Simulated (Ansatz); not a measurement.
# InAs: the cost of one run

Computed with Ansatz 0.2.0 (DFT PBE, scalar-relativistic, plane waves, PAW, unless a step's input says otherwise).

The COD entry's cell or inner coordinates are ideal or old and differ from later refinements, so a difference from it is no clean test against experiment.

4 further runs of the same task are left out: 1 that didn't finish, 3 set aside as unsound or not needed.

## (1) The starting structure

Symmetry: F-43m, No. 216, cubic system. Conventional cell: a = 6.187 Å, b = 6.187 Å, c = 6.187 Å, α = 90.00°, β = 90.00°, γ = 90.00°. In (site symmetry -43m) has 4 As at 2.68 Å as nearest neighbours. As (site symmetry -43m) has 4 In at 2.68 Å as nearest neighbours.

Structure file:

```
CELL_PARAMETERS angstrom
6.18676 0.00000 0.00000
0.00000 -6.18676 0.00000
0.00000 0.00000 -6.18676
ATOMIC_POSITIONS crystal
In 0.00000 0.00000 0.00000
In 0.50000 0.50000 0.00000
In 0.50000 0.00000 0.50000
In 0.00000 0.50000 0.50000
As 0.75000 0.75000 0.75000
As 0.25000 0.25000 0.75000
As 0.25000 0.75000 0.25000
As 0.75000 0.25000 0.25000
```

It is built from the cell relaxed beforehand with the same method (29.60 Å³/atom).

## (2) The undisturbed cell

File input.yaml:

```yaml
crystal:
  lattice:
    - [6.1867593157, 0.0, 0.0]
    - [0.0, -6.1867593157, 0.0]
    - [0.0, 0.0, -6.1867593157]
  atoms:
    - { symbol: In, position: [0.0, 0.0, 0.0] }
    - { symbol: In, position: [0.5, 0.5, 0.0] }
    - { symbol: In, position: [0.5, 0.0, 0.5] }
    - { symbol: In, position: [0.0, 0.5, 0.5] }
    - { symbol: As, position: [0.75, 0.75, 0.75] }
    - { symbol: As, position: [0.25, 0.25, 0.75] }
    - { symbol: As, position: [0.25, 0.75, 0.25] }
    - { symbol: As, position: [0.75, 0.25, 0.25] }
basis:
  ecutwfc: 420
kpoints:
  mp_grid: { grid: [6, 6, 6] }
hamiltonian:
  xc: pbe
scf:
  occupations: { method: gaussian, width: 0.15 }
output:
  forces: true
  stress: true
  eigenvalues: true
```

Launch:

```sh
ansatz run input.yaml --threads 2 --pin off --max-ram 5120MiB --backend cpu --events-out ev --progress --plain --runs-dir out
```

**Question.** How long does this run take on 2 threads of AMD EPYC 7R43 (Zen 3), shared host, and how much memory does it need?

About 16 s, with a peak of 0.63 GiB.
